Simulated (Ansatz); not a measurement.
**BaO: response to strain**

BaO is deformed so: zz strain of -1 %. What stress and forces result, by LAPW, PAW and all-electron datasets made for the crystal?

Program: Ansatz 0.2.0. Level of theory: DFT LDA, scalar-relativistic. These are calculated values, not measurements.

**1. The system as given**

The structure is cubic, space group Fm-3m (No. 225). The conventional cell has a = 5.500 Å, b = 5.500 Å, c = 5.500 Å, α = 90.00°, β = 90.00°, γ = 90.00°. Around Ba (site symmetry m-3m) lie 6 O at 2.75 Å. Around O (site symmetry m-3m) lie 6 Ba at 2.75 Å.

Structure file:

```
CELL_PARAMETERS angstrom
0.00000 2.75000 2.75000
2.75000 0.00000 2.75000
2.75000 2.75000 0.00000
ATOMIC_POSITIONS crystal
Ba 0.00000 0.00000 0.00000
O 0.50000 0.50000 0.50000
```

Atoms are numbered in the order of the input: Ba1, O2.

**2. The deformed structure**

Space group Fm-3m before, I4/mmm after.

**3. LAPW, all electrons**

File input.yaml:

```yaml
crystal:
  lattice:
    - [0.0, 2.75, 2.7225]
    - [2.75, 0.0, 2.7225]
    - [2.75, 2.75, 0.0]
  atoms:
    - { symbol: Ba, position: [0.0, 0.0, 0.0] }
    - { symbol: O, position: [0.5, 0.5, 0.5] }
kpoints:
  mp_grid: { grid: [9, 9, 9] }
  band_path:
    path:
      - [0.0, 0.0, 0.0]
      - [0.0, 0.5, 0.5]
      - [0.25, 0.75, 0.5]
      - [0.0, 0.5, 0.0]
      - [0.0, 0.0, 0.0]
      - [0.5, 0.5, 0.0]
      - [0.3775380063, 0.6224619937, 0.0]
      - [-0.3775380063, 0.3775380063, 0.0]
      - [0.0, 0.0, 0.0]
    npoints: 5
scf:
  occupations: { method: fermi_dirac, width: 0.02 }
hamiltonian:
  xc: lda
  pseudopotentials: { kind: all_electron, lapw: { basis_error: 0.001 } }
output:
  forces: true
  stress: true
  eigenvalues: true
```

Launch:

```console
> ansatz run input.yaml --threads 1 --pin off --max-ram 3072MiB --backend cpu --events-out ev --progress --plain --runs-dir out
```

**4. PAW with frozen cores**

File input.yaml:

```yaml
crystal:
  lattice:
    - [0.0, 2.75, 2.7225]
    - [2.75, 0.0, 2.7225]
    - [2.75, 2.75, 0.0]
  atoms:
    - { symbol: Ba, position: [0.0, 0.0, 0.0] }
    - { symbol: O, position: [0.5, 0.5, 0.5] }
kpoints:
  mp_grid: { grid: [9, 9, 9] }
scf:
  occupations: { method: fermi_dirac, width: 0.02 }
hamiltonian:
  xc: lda
  pseudopotentials: { kind: paw }
output:
  forces: true
  stress: true
  eigenvalues: true
  efg: { contact_densities: true }
```

**5. All-electron PAW on datasets made for the crystal**

Edit input.yaml of step 4 so:

```diff
@@ -14,3 +14,3 @@
   xc: lda
-  pseudopotentials: { kind: paw }
+  pseudopotentials: { kind: all_electron, datasets: crystal }
 output:
```

(Steps that only read results are left out.)

**Question.** What will these runs give? Wanted: pressure; largest shear or deviatoric stress.

**Answer**, as computed:

| quantity | value |
| --- | --- |
| pressure | LAPW -2.09, PAW -2.11, crystal datasets -2.09 GPa |
| largest shear or deviatoric stress (LAPW) | 0.58 GPa |

**Reading.** The largest part of the stress beyond the pressure is 0.58 GPa in size, in the zz component; the atoms are carried along and not relaxed. No run of the undeformed cell stands beside it, so the pressure holds what the given cell had before the change. PAW: stress within 0.02 GPa of LAPW. Crystal datasets: stress within 0.01 GPa of LAPW. Spin-orbit coupling is left out, though the cell holds Ba; in elements this heavy it can shift bands and gaps by tenths of an eV.

These are semilocal Kohn-Sham gaps, which aren't the measured quantity. Such gaps usually fall short of the measured ones.
